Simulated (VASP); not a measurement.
# Ge in VASP: relaxation of the atoms with PBE+D3(BJ)

Aim: the relaxation of the atoms of Ge with PBE+D3(BJ).

Program: VASP 6.6.1. These are calculated values, not measurements. Logs are shortened: lines on timing, memory, paths and dates and some standing lists are left out, and cuts for length are marked.

## (1) The cell of the first run

The cell holds a slab with vacuum, 8 atoms: a = 3.998 Å, b = 3.998 Å, c = 25.729 Å, α = 90.00°, β = 90.00°, γ = 120.00°.

The slab is cut from a database's or a generator's crystal, which needn't be the stable form of the element.

## (2) Relaxation of the atoms, PBE+D3(BJ) (the (0 0 1) slab of Ge, cut from the database cell, not relaxed)

Contents of INCAR:

```
PREC = Accurate
ENCUT = 520
EDIFF = 1E-7
ISMEAR = 0
SIGMA = 0.05
LREAL = False
LASPH = True
NELM = 60
ALGO = Fast
ISIF = 2
LWAVE = False
LCHARG = False
LDIPOL = True
IDIPOL = 3
DIPOL = 0.5 0.5 0.500
GGA = PE
IVDW = 12
IBRION = 2
NSW = 40
EDIFFG = -0.01
```

Contents of KPOINTS:

```
Automatic mesh
0
Gamma
  8 8 1
```

Contents of POSCAR:

```
Ge
1.0
    3.9975858431      0.0000000000      0.0000000000
   -1.9987929215      3.4620108940      0.0000000000
    0.0000000000      0.0000000000     25.7292851696
Ge
8
Selective dynamics
Direct
    0.3333333300      0.6666666600      0.2914966331  F F F
    0.6666666700      0.3333333400      0.3237640762  F F F
    0.6666666700      0.3333333400      0.4197430634  F F F
    0.3333333300      0.6666666600      0.4520105064  F F F
    0.3333333300      0.6666666600      0.5479894936  T T T
    0.6666666700      0.3333333400      0.5802569366  T T T
    0.6666666700      0.3333333400      0.6762359238  T T T
    0.3333333300      0.6666666600      0.7085033669  T T T
```

Potentials or basis: VASP PAW PBE potentials, release 64 (Ge_d).

Run with:

```
> cat potpaw_PBE.64/Ge_d/POTCAR > POTCAR
> mpirun -np 1 vasp_std > vasp.out
```

OUTCAR:

```text
PREC = Accurate
   ENCUT = 520
   EDIFF = 1E-7
   ISMEAR = 0
   LREAL = False
   LASPH = True
   NELM = 60
   ISIF = 2
   GGA = PE
   IVDW = 12
   IBRION = 2
   NSW = 40
   EDIFFG = -0.01
 IVDW          = 12

 ion  position               nearest neighbor table
   1  0.333  0.667  0.291-   2 2.45   2 2.45   2 2.45
   2  0.667  0.333  0.324-   1 2.45   1 2.45   1 2.45   3 2.47
   3  0.667  0.333  0.420-   4 2.45   4 2.45   4 2.45   2 2.47
   4  0.333  0.667  0.452-   3 2.45   3 2.45   3 2.45   5 2.47
   5  0.333  0.667  0.548-   6 2.45   6 2.45   6 2.45   4 2.47
   6  0.667  0.333  0.580-   5 2.45   5 2.45   5 2.45   7 2.47
   7  0.667  0.333  0.676-   8 2.45   8 2.45   8 2.45   6 2.47
   8  0.333  0.667  0.709-   7 2.45   7 2.45   7 2.45

  LATTYP: Found a hexagonal cell.
 ALAT       =     3.9975858431
 C/A-ratio  =     6.4362057951

  Lattice vectors:

 A1 = (   3.9975858431,   0.0000000000,   0.0000000000)
 A2 = (  -1.9987929215,   3.4620108940,   0.0000000000)
 A3 = (   0.0000000000,   0.0000000000,  25.7292851696)

Analysis of symmetry for initial positions (statically):
=====================================================================
 Subroutine PRICEL returns:
 Original cell was already a primitive cell.

 Routine SETGRP: Setting up the symmetry group for a
 hexagonal supercell.

 Subroutine GETGRP returns: Found 12 space group operations
 (whereof 12 operations were pure point group operations)
 out of a pool of 24 trial point group operations.

The static configuration has the point symmetry D_3h.

Analysis of symmetry for dynamics (positions and initial velocities):
=====================================================================
 Subroutine PRICEL returns:
 Original cell was already a primitive cell.

 Routine SETGRP: Setting up the symmetry group for a
 hexagonal supercell.

 Subroutine GETGRP returns: Found 12 space group operations
 (whereof 12 operations were pure point group operations)
 out of a pool of 24 trial point group operations.

The dynamic configuration has the point symmetry D_3h.

Analysis of constrained symmetry for selective dynamics:
=====================================================================
 Subroutine PRICEL returns:
 Original cell was already a primitive cell.

 Routine SETGRP: Setting up the symmetry group for a
 hexagonal supercell.

 Subroutine GETGRP returns: Found  6 space group operations
 (whereof  6 operations were pure point group operations)
 out of a pool of 24 trial point group operations.

The constrained configuration has the point symmetry C_3v.

 Subroutine INISYM returns: Found  6 space group operations
 (whereof  6 operations are pure point group operations),
 and found     1 'primitive' translations

----------------------------------------------------------------------------------------

                                     Primitive cell

  volume of cell :     356.0852

  direct lattice vectors                    reciprocal lattice vectors
     3.997585843  0.000000000  0.000000000     0.250150976  0.144424733  0.000000000
    -1.998792921  3.462010894  0.000000000     0.000000000  0.288849467  0.000000000
     0.000000000  0.000000000 25.729285170     0.000000000  0.000000000  0.038866218

  length of vectors
     3.997585843  3.997585843 25.729285170     0.288849467  0.288849467  0.038866218

  position of ions in fractional coordinates (direct lattice)
     0.333333330  0.666666660  0.291496633
     0.666666670  0.333333340  0.323764076
     0.666666670  0.333333340  0.419743063
     0.333333330  0.666666660  0.452010506
     0.333333330  0.666666660  0.547989494
     0.666666670  0.333333340  0.580256937
     0.666666670  0.333333340  0.676235924
     0.333333330  0.666666660  0.708503367

  ion indices of the primitive-cell ions
   primitive index   ion index
                 1           1
                 2           2
                 3           3
                 4           4
                 5           5
                 6           6
                 7           7
                 8           8

----------------------------------------------------------------------------------------

 KPOINTS: Automatic mesh

Automatic generation of k-mesh.
 Grid dimensions read from file:
 generate k-points for:    8    8    1

 Generating k-lattice:

  Cartesian coordinates                     Fractional coordinates (reciprocal lattice)
     0.031268872  0.018053092  0.000000000     0.125000000 -0.000000000  0.000000000
     0.000000000  0.036106183  0.000000000     0.000000000  0.125000000  0.000000000
     0.000000000  0.000000000  0.038866218     0.000000000  0.000000000  1.000000000

  Length of vectors
     0.036106183  0.036106183  0.038866218

  Shift w.r.t. Gamma in fractional coordinates (k-lattice)
     0.000000000  0.000000000  0.000000000

 Subroutine IBZKPT returns following result:
 ===========================================

 Found     10 irreducible k-points:

 Following reciprocal coordinates:
            Coordinates               Weight
  0.000000  0.000000  0.000000      1.000000
  0.125000  0.000000  0.000000      6.000000
  0.250000  0.000000  0.000000      6.000000
  0.375000  0.000000  0.000000      6.000000
  0.500000  0.000000  0.000000      3.000000
  0.125000  0.125000  0.000000      6.000000
  0.250000  0.125000  0.000000     12.000000
  0.375000  0.125000  0.000000     12.000000
  0.250000  0.250000  0.000000      6.000000
  0.375000  0.250000  0.000000      6.000000
   k-points           NKPTS =     10   k-points in BZ     NKDIM =     10   number of bands    NBANDS=     67
   number of dos      NEDOS =    301   number of ions     NIONS =      8
   total plane-waves  NPLWV = 172800
   dimension x,y,z NGX =    30 NGY =   30 NGZ =  192
   dimension x,y,z NGXF=    60 NGYF=   60 NGZF=  384
   ions per type =               8
   NGX,Y,Z   is equivalent  to a cutoff of  12.48, 12.48, 12.41 a.u.
   NGXF,Y,Z  is equivalent  to a cutoff of  24.95, 24.95, 24.81 a.u.
 SYSTEM =  unknown system
   PREC   = accura    normal or accurate (medium, high low for compatibility)
   ISTART =      0    job   : 0-new  1-cont  2-samecut
   ICHARG =      2    charge: 1-file 2-atom 10-const
   ISPIN  =      1    spin polarized calculation?
   LNONCOLLINEAR =      F non collinear calculations
   LSORBIT =      F    spin-orbit coupling
   LASPH  =      T    aspherical Exc in radial PAW
   ENCUT  =  520.0 eV  38.22 Ry    6.18 a.u.   7.43  7.43 47.84*2*pi/ulx,y,z
   NELM   =     60;   NELMIN=  2; NELMDL= -5     # of ELM steps
   EDIFF  = 0.1E-06   stopping-criterion for ELM
   LREAL  =      F    real-space projection
   EDIFFG = -.1E-01   stopping-criterion for IOM
   NSW    =     40    number of steps for IOM
   IBRION =      2    ionic relax: 0-MD 1-quasi-New 2-CG
   NFREE  =      1    steps in history (QN), initial steepest desc. (CG)
   ISIF   =      2    stress and relaxation
   ISYM   =      2    0-nonsym 1-usesym 2-fastsym
   POTIM  = 0.5000    time-step for ionic-motion
   TEBEG  =    0.0;   TEEND  =   0.0 temperature during run
   PSTRESS=    0.0 pullay stress
   NELECT =     112.0000    total number of electrons
   NUPDOWN=      -1.0000    fix difference up-down
   EMIN   =  10.00;   EMAX   =-10.00  energy-range for DOS
   EFERMI =   0.00;   METHOD = LEGACY
   ISMEAR =     0;   SIGMA  =   0.05  broadening in eV -4-tet -1-fermi 0-gaus
   EFERMI_NEDOS =   21; number of points for ismear=-14 and -15
   IALGO  =     68    algorithm
   IMIX   =      4    mixing-type and parameters
     AMIX     =   0.40;   BMIX     =  1.00
     AMIX_MAG =   1.60;   BMIX_MAG =  1.00
  volume/ion in A,a.u.               =      44.51       300.37
  Fermi-wavevector in a.u.,A,eV,Ry     =   1.113344  2.103916 16.864907  1.239536
  Thomas-Fermi vector in A             =   2.249928
   LORBIT       =      0    0 simple, 1 ext, 2 COOP (PROOUT), +10 PAW based schemes
   GGA     = PE    functional components
   LHFCALC =     F    Hartree Fock is set to
   AEXX    =    0.0000 exact exchange contribution
   IVDW    =    12    specifies the selected vdW correction
   LEPSILON=     F    determine dielectric tensor
   LRPA    =     F    only Hartree local field effects (RPA)
 conjugate gradient relaxation of ions
 non-spin polarized calculation
 RMM-DIIS sequential band-by-band and
 Gauss-broadening in eV      SIGMA  =   0.05
  energy-cutoff  :      520.00
  volume of cell :      356.09
 maximum number of plane-waves:      9677
 NGX is ok and might be reduce to    30
   NGX = 15   NGY = 15   NGZ = 95

--------------------------------------- Ionic step        1  -------------------------------------------

 number of electron     112.0000097 magnetization

 Free energy of the ion-electron system (eV)
  ---------------------------------------------------
  ext. energy  EPLUGINS =         0.00000000
  ---------------------------------------------------
  free energy    TOTEN  =       -33.94852381 eV

  energy without entropy =      -33.93645648  energy(sigma->0) =      -33.94249015

------------------------ aborting loop because EDIFF is reached ----------------------------------------

 Edisp (eV)   -2.05145

 E8    (eV) :    -0.9400
[... 123 lines left out ...]
  FREE ENERGIE OF THE ION-ELECTRON SYSTEM (eV)
  ---------------------------------------------------
  free  energy   TOTEN  =       -36.0053432383 eV

  energy  without entropy=      -35.9941978109  energy(sigma->0) =      -35.99977052

 dipolmoment           0.000000      0.000000     -0.007843 electrons x Angstroem

 vacuum level on the upper side and lower side of the slab       (xc-potential included)        -0.049        -0.054

[... ionic steps 4 to 12 ...]

--------------------------------------- Ionic step       13  -------------------------------------------

 number of electron     112.0000118 magnetization

------------------------ aborting loop because EDIFF is reached ----------------------------------------
[... 87 lines left out ...]
--------------------------------------- Ionic step       15  -------------------------------------------

 number of electron     112.0000116 magnetization

 dipolmoment           0.000000      0.000000      0.007553 electrons x Angstroem

 Free energy of the ion-electron system (eV)
  ---------------------------------------------------
  ext. energy  EPLUGINS =         0.00000000
  ---------------------------------------------------
  free energy    TOTEN  =       -33.97280005 eV

  energy without entropy =      -33.96400547  energy(sigma->0) =      -33.96840276

 E-fermi :   0.0048     XC(G=0):  -5.6469

 val. band max:        0.0023845299   @ k =   0.1250   0.0000   0.0000
 cond. band min:       0.0328730856   @ k =   0.2500   0.2500   0.0000
 fundamental gap:      0.0304885557
 Fermi energy:         0.0047776231

 k-point     1 :       0.0000    0.0000    0.0000
  band No.  band energies     occupation
      1     -24.6562      2.00000
      2     -24.6562      2.00000
      3     -24.5982      2.00000
      4     -24.5940      2.00000
      5     -24.5940      2.00000
      6     -24.5807      2.00000
[... 689 lines left out ...]
     66       5.5411      0.00000
     67       6.0111      0.00000

------------------------ aborting loop because EDIFF is reached ----------------------------------------

 vacuum level on the upper side and lower side of the slab       (xc-potential included)         0.040        -0.058

 Edisp (eV)   -2.03878

 E8    (eV) :    -0.9339

  FORCE on cell =-STRESS in cart. coord.  units (eV):
  Direction    XX          YY          ZZ          XY          YZ          ZX
  --------------------------------------------------------------------------------------
  -------------------------------------------------------------------------------------
  Total       0.90156     0.90156     0.86423     0.00000     0.00000     0.00000
  in kB       4.05651     4.05651     3.88854     0.00000     0.00000     0.00000
  external pressure =        4.00 kB  Pullay stress =        0.00 kB
[... 23 lines left out ...]
  FREE ENERGIE OF THE ION-ELECTRON SYSTEM (eV)
  ---------------------------------------------------
  free  energy   TOTEN  =       -36.0115769363 eV

  energy  without entropy=      -36.0027823573  energy(sigma->0) =      -36.00717965

 reached required accuracy - stopping structural energy minimisation

 vacuum level on the upper side and lower side of the slab         4.770         4.633
```

Wall time 27 min (1 thread of Intel Xeon 6975P-C (Granite Rapids), shared host); peak memory 0.53 GiB.

Results:

- Free energy: -36.0116 eV
- Energy gained by relaxing: 1.5 meV/atom
- Ionic steps: 15
- Band gap on the k mesh: none (metal or under the smearing width)
- Dispersion energy per atom: -0.255 eV

Step by step:
```csv
step,energy change (eV),largest force (eV/Å),pressure (GPa)
1,0.0000,0.2365,0.67
2,-0.0035,0.1769,0.66
3,-0.0054,0.1290,0.64
4,-0.0054,0.1287,0.64
5,-0.0061,0.1226,0.62
6,-0.0077,0.1246,0.57
7,-0.0091,0.1369,0.47
8,-0.0098,0.1479,0.45
9,-0.0099,0.1515,0.44
10,-0.0108,0.1436,0.43
11,-0.0114,0.1616,0.42
12,-0.0113,0.2246,0.39
13,-0.0116,0.1876,0.41
14,-0.0116,0.1920,0.40
15,-0.0116,0.1879,0.40
```

Final structure:
```xyz
8
Lattice="3.9976 0.0000 0.0000 -1.9988 3.4620 0.0000 0.0000 0.0000 25.7293" Properties=species:S:1:pos:R:3 pbc="T T T"
Ge    0.0000    2.3080    7.5000
Ge    1.9988    1.1540    8.3302
Ge    1.9988    1.1540   10.7997
Ge    0.0000    2.3080   11.6299
Ge    0.0000    2.3080   14.0889
Ge    1.9988    1.1540   14.9600
Ge    1.9988    1.1540   17.4525
Ge    0.0000    2.3080   18.3392
```
